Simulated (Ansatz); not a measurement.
**What DFT gives for BaTiO3**

```xyz
10
Lattice="-3.9728 -2.8300 2.8396 0.0000 0.0000 5.6793 -3.9728 2.8300 2.8396" Properties=species:S:1:pos:R:3 pbc="T T T"
Ba    0.0000    0.0000    0.0000
Ba   -3.9728    0.0000    5.6793
Ti   -1.9864    0.0000    2.9209
Ti   -5.9592    0.0000    8.6002
O     0.0000    0.0000    2.7772
O    -3.9728    0.0000    8.4565
O    -1.9864   -1.3805    4.2500
O    -5.9592   -1.3805    9.9293
O    -1.9864    1.3805    4.2500
O    -5.9592    1.3805    9.9293
```

Method: PBE, with U_eff = 4.95 eV on Ti d (all-electron-ortho-atomic projectors), collinear spin; PAW, plane waves to 420 eV, 4×4×4 Γ-centred mesh, fermi-dirac occupations (width 0.1 eV) (Ansatz 0.2.0), atoms fixed.

The state carries no moments; the state need not be the lowest.

**Question.** Is the cell too large or too small?

**Answer.** The pressure is 5.4 GPa (compression positive), so with the atoms held at these fractions the cell would first expand.

**Question.** What do density and ELF say about some of the short contacts?

**Answer.** Ti–O at 1.92 Å: least valence density 0.79 e/Å³ and ELF 0.23 there. Ba–O at 2.78 Å: least valence density 0.19 e/Å³ and ELF 0.10 there, a closed-shell (ionic or weak) contact. These are pseudo-fields; inside the PAW spheres they differ from the all-electron ones.

**Question.** Is there a gap, and of what kind?

**Answer.** The gap is 2.52 eV, direct at the points sampled. A semilocal functional usually gives too small a gap.

**Question.** Which element gives electrons and which takes them?

**Answer.** Bader charges in e: Ba +1.53, Ti +2.37, O -1.30. In the mean Ti gives up most and O takes most.

**Question.** What is the character of the valence top and the conduction bottom?

**Answer.** Within 0.7 eV of the edges, the states project mainly on O p (95 %) below the gap and on Ti d (89 %) above it.

Origin: a database entry at a rescaled volume. Caveats: the input typed no starting moments.
